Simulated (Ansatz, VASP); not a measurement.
## Sc: VASP beside Ansatz

```xyz
4
Lattice="3.3195 0.0000 0.0000 0.0000 5.1626 0.0000 0.0000 0.0000 17.8330" Properties=species:S:1:pos:R:3 pbc="T T T"
Sc    0.0000    3.8720    7.0000
Sc    1.6597    1.2907    7.9582
Sc    1.6597    3.8720    9.5995
Sc    0.0000    1.2907   10.6133
```

Alike in both runs: functional PBE; k mesh 9 × 6 × 1; occupations gaussian, width 0.1 eV; no spin polarisation.

Ansatz relaxed the structure, and its values are those at the end. VASP's run is a single point on that final structure, the one shown.

|  | VASP | Ansatz |
| --- | --- | --- |
| version | VASP 6.6.1 | Ansatz 0.2.0 |
| potentials or method | VASP PAW PBE potentials, release 64 (Sc_sv) | scalar-relativistic, plane waves, PAW |
| plane-wave cutoff (eV) | 520 | 420 |
| valence electrons in the cell | 44 | 44 |

```csv
,VASP,Ansatz,Ansatz less VASP
gap on the k mesh at the Fermi level (eV),none,none,-
rms of the force components (eV/Å),0.089,0.089,-0.0006
"work function, face that differs most (eV)",3.48,3.49,+0.002
```

A gap of «none» marks a metal or a gap that the smearing closes.
